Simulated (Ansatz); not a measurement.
**MoS2: how the settings move a single-point run**

How sensitive is a single-point run of MoS2 to its settings? A reference run comes first, then one run with altered input.

Program: Ansatz 0.2.0. Level of theory: reference: DFT, PBE, all-electron PAW with datasets made for the crystal, scalar-relativistic. These are calculated values, not measurements.

## 1. The starting structure

The structure is trigonal, space group R3m (No. 160). Conventional cell: a = 3.163 Å, b = 3.163 Å, c = 18.370 Å, α = 90.00°, β = 90.00°, γ = 120.00°. Mo (site symmetry 3m) is surrounded by 6 S at 2.36 Å. S (site symmetry 3m) has 3 Mo at 2.36 Å in its first shell of neighbours.

Coordinates:

```
CELL_PARAMETERS angstrom
1.58150 0.91308 6.12333
-1.58150 0.91308 6.12333
0.00000 -1.82616 6.12333
ATOMIC_POSITIONS crystal
Mo 0.00000 0.00000 0.00000
S 0.74840 0.74840 0.74840
S 0.58490 0.58490 0.58490
```

## 2. The reference run

input.yaml

```yaml
crystal:
  lattice:
    - [1.5815003568, 0.9130796567, 6.12333]
    - [-1.5815003568, 0.9130796567, 6.12333]
    - [0.0, -1.8261593134, 6.12333]
  atoms:
    - { symbol: Mo, position: [0.0, 0.0, 0.0] }
    - { symbol: S, position: [0.7484, 0.7484, 0.7484] }
    - { symbol: S, position: [0.5849, 0.5849, 0.5849] }
kpoints:
  mp_grid: { grid: [13, 13, 13] }
  band_path:
    path:
      - [0.0, 0.0, 0.0]
      - [0.5, 0.5, 0.5]
      - [0.8185098338, 0.1814901662, 0.5]
      - [0.5, -0.1814901662, 0.1814901662]
      - [0.5, 0.0, 0.0]
      - [0.0, 0.0, 0.0]
      - [0.3407450831, -0.3407450831, 0.0]
      - [0.6592549169, 0.0, 0.3407450831]
      - [0.5, 0.0, 0.5]
    npoints: 8
scf:
  occupations: { method: fermi_dirac, width: 0.05 }
hamiltonian:
  xc: pbe
  pseudopotentials: { kind: all_electron, datasets: crystal }
output:
  forces: true
  stress: true
  eigenvalues: true
  efg: { contact_densities: true }
```

Command:

```
> ansatz run input.yaml --threads 1 --pin off --max-ram 4096MiB --backend cpu --events-out ev --progress --plain --runs-dir out
```

## 3. The same system, input altered

Edit input.yaml of step 2 so:

```diff
@@ -25,2 +25,3 @@
   occupations: { method: fermi_dirac, width: 0.05 }
+  n_extra_bands: 4
 hamiltonian:
@@ -33 +34,2 @@
   efg: { contact_densities: true }
+accuracy: low
```

(Steps that only read results are left out.)

What does the calculation give? Wanted: for each run, ending; energy change.

**Answer**, as computed:

| run | ending | energy change | cycles | time |
| --- | --- | --- | --- | --- |
| reference | converged | - | 11 | 95 s |
| 1: n_extra_bands 4, accuracy low | refused | - | - | 0.04 s |

Residual by cycle in the longest SCF loop of each run; runs are numbered as in the table. The quantity is the density residual dr2, in eV.

| cycle | reference |
| --- | --- |
| 1 | 6.96 |
| 2 | 20.4 |
| 3 | 2.28 |
| 4 | 0.0225 |
| 5 | 0.0179 |
| 6 | 3.9e-5 |
| 7 | 2.7e-5 |
| 8 | 1.5e-4 |
| 9 | 5.5e-7 |
| 10 | 6.1e-7 |
| 11 | 2.5e-8 |

What this shows: With the changed band count and accuracy level the run ends refused. 1 of the 1 altered inputs did not end normally.
